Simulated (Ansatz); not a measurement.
# Fe2Ge: the cost of one run

Program: Ansatz 0.2.0. Level of theory: DFT r²SCAN, scalar-relativistic, plane waves, PAW. These are calculated values, not measurements.

## Step 1: The structure to begin with

The structure is hexagonal, space group P6_3/mmc (No. 194). Conventional cell: a = 4.150 Å, b = 4.150 Å, c = 4.997 Å, α = 90.00°, β = 90.00°, γ = 120.00°. Fe (site symmetry -3m) has 8 Fe at 2.50 to 2.70 Å and 6 Ge at 2.70 Å as nearest neighbours. Fe (site symmetry -6m2) has 5 Ge at 2.40 to 2.50 Å and 6 Fe at 2.70 Å as nearest neighbours. Ge (site symmetry -6m2) has 11 Fe at 2.40 to 2.70 Å as nearest neighbours.

Structure file:

```cif
data_structure
_symmetry_space_group_name_H-M 'P 1'
_symmetry_Int_Tables_number 1
_cell_length_a 4.1500
_cell_length_b 4.1500
_cell_length_c 4.9971
_cell_angle_alpha 90.000
_cell_angle_beta 90.000
_cell_angle_gamma 120.000
_cell_volume 74.53
loop_
_atom_site_label
_atom_site_type_symbol
_atom_site_fract_x
_atom_site_fract_y
_atom_site_fract_z
_atom_site_occupancy
Fe1 Fe 0.00000 0.00000 0.00000 1
Fe2 Fe 0.00000 0.00000 0.50000 1
Fe3 Fe 0.66667 0.33333 0.75000 1
Fe4 Fe 0.33333 0.66667 0.25000 1
Ge1 Ge 0.66667 0.33333 0.25000 1
Ge2 Ge 0.33333 0.66667 0.75000 1
```

An earlier run at r²SCAN left this cell at 12.422 Å³/atom and -0.07 GPa (12×12×8 mesh).

## Step 2: Antiferromagnetic, in the cell as typed

Contents of input.yaml:

```yaml
crystal:
  lattice:
    - [4.1499912717, 0.0, 0.0]
    - [-2.0749956359, 3.5939978667, 0.0]
    - [0.0, 0.0, 4.9970654583]
  atoms:
    - { symbol: Fe, position: [0.0, 0.0, 0.0], spin: 2.5 }
    - { symbol: Fe, position: [0.0, 0.0, 0.5], spin: 2.5 }
    - { symbol: Fe, position: [0.6666666667, 0.3333333333, 0.75], spin: -2.5 }
    - { symbol: Fe, position: [0.3333333333, 0.6666666667, 0.25], spin: -2.5 }
    - { symbol: Ge, position: [0.6666666667, 0.3333333333, 0.25] }
    - { symbol: Ge, position: [0.3333333333, 0.6666666667, 0.75] }
basis:
  ecutwfc: 500
  ecutrho_ratio: 4
kpoints:
  mp_grid: { grid: [12, 12, 8] }
hamiltonian:
  xc: r2scan
scf:
  occupations: { method: gaussian, width: 0.05 }
  lower_state_search: "off"
output:
  forces: true
  stress: true
  eigenvalues: true
  populations: true
magnetization:
  spin_polarized: true
```

On the command line:

```console
> ansatz run input.yaml --threads 4 --pin off --max-ram 10240MiB --backend cpu --events-out ev --progress --plain --runs-dir out
```

Q: Estimate wall time and peak memory on 4 threads of Intel Xeon Platinum 8488C (Sapphire Rapids), shared host.

About 45 s, with a peak of 1.2 GiB.
